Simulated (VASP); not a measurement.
Here is a VASP 6.6.1 calculation.

INCAR

```
PREC     = Accurate       # precision mode
ENCUT    = 520            # plane-wave cutoff, eV
EDIFF    = 1E-6           # SCF threshold, eV
ISMEAR   = 0              # smearing method
SIGMA    = 0.1            # smearing width, eV
LREAL    = F              # projectors in reciprocal space
LASPH    = T              # aspherical terms in the spheres
NELM     = 60             # most SCF steps
ALGO     = Fast           # electronic algorithm
ISIF     = 2              # what is computed and relaxed
LWAVE    = F              # write WAVECAR
LCHARG   = F              # write CHGCAR
LDIPOL   = T            
IDIPOL   = 3            
DIPOL    = 0.5 0.5 0.500
GGA      = PS             # functional
NBANDS   = 20             # bands
```

The input KPOINTS:

```
regular mesh
0
Gamma
  12 12 1
```

Contents of POSCAR:

```
Al
1.0
    2.8394492333      0.0000000000      0.0000000000
    0.0000000000      2.8394492333      0.0000000000
    0.0000000000      0.0000000000     27.0467628462
Al
7
Direct
    0.5000000000      0.5000000000      0.2762556806
    0.0000000000      0.0000000000      0.3520174622
    0.5000000000      0.5000000000      0.4258055046
    0.0000000000      0.0000000000      0.5000000000
    0.5000000000      0.5000000000      0.5741944951
    0.0000000000      0.0000000000      0.6479825377
    0.5000000000      0.5000000000      0.7237443199
```

Potentials or basis: VASP PAW PBE potentials, release 64 (Al).

The run is started by

```bash
$ cat potpaw_PBE.64/Al/POTCAR > POTCAR
$ mpirun -np 1 vasp_std > vasp.out
```

(1) Predict the largest force.

(2) What does it give for the band gap on the k mesh?

## Answers

(1) 0.006 eV/Å.

(2) none (metal or under the smearing width).

Caveat: the PAW data sets were made with another functional, which shifts forces and pressure a little.
